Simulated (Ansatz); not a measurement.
**Mg2Si**

```yaml
crystal:
  lattice:
    - [0.00000, 3.19500, 3.19500]
    - [3.19500, 0.00000, 3.19500]
    - [3.19500, 3.19500, 0.00000]
  atoms:
    - { symbol: Mg, position: [0.25000, 0.25000, 0.25000] }
    - { symbol: Mg, position: [0.75000, 0.75000, 0.75000] }
    - { symbol: Si, position: [0.00000, 0.00000, 0.00000] }
```

Atom numbers follow the list: Mg1, Mg2, Si3.

The cell is COD entry 9009039, as deposited and not checked against the literature; nothing was relaxed. It differs from other determinations.

All numbers are computed: DFT, PBEsol, all-electron LAPW, scalar-relativistic (Ansatz 0.2.0); DFT, PBEsol, PAW with Ansatz's default frozen-core files, scalar-relativistic (Ansatz 0.2.0).

For LAPW: a Γ-centred 9×9×9 k mesh, Fermi–Dirac smearing of 0.05 eV, basis error target 0.5 meV/atom, no spin polarisation. PAW takes a cutoff of 420 eV at this cell (files made with PBE, cores remade for this functional). The Ansatz runs share mesh, smearing and spin set-up. Values come from LAPW unless marked.

| Item | Value |
| --- | --- |
| Pressure at this cell | -1.63 GPa |
| Band gap | 0.15 eV, indirect from Γ to X (0.5, 0, 0.5) (so small a gap may close at points that the mesh and path miss) |
| Smallest direct gap on the path | 1.70 eV |
| Löwdin charges (with 0.36 e of the cell spilling out of the atomic basis, so their sizes and signs hang on that basis) | Mg1 1.29, Si3 -2.22 e |
| Bader charges (from the PAW run) | Mg1 +1.47, Si3 -2.93 e |
| Volume per atom | 21.74 Å³ |
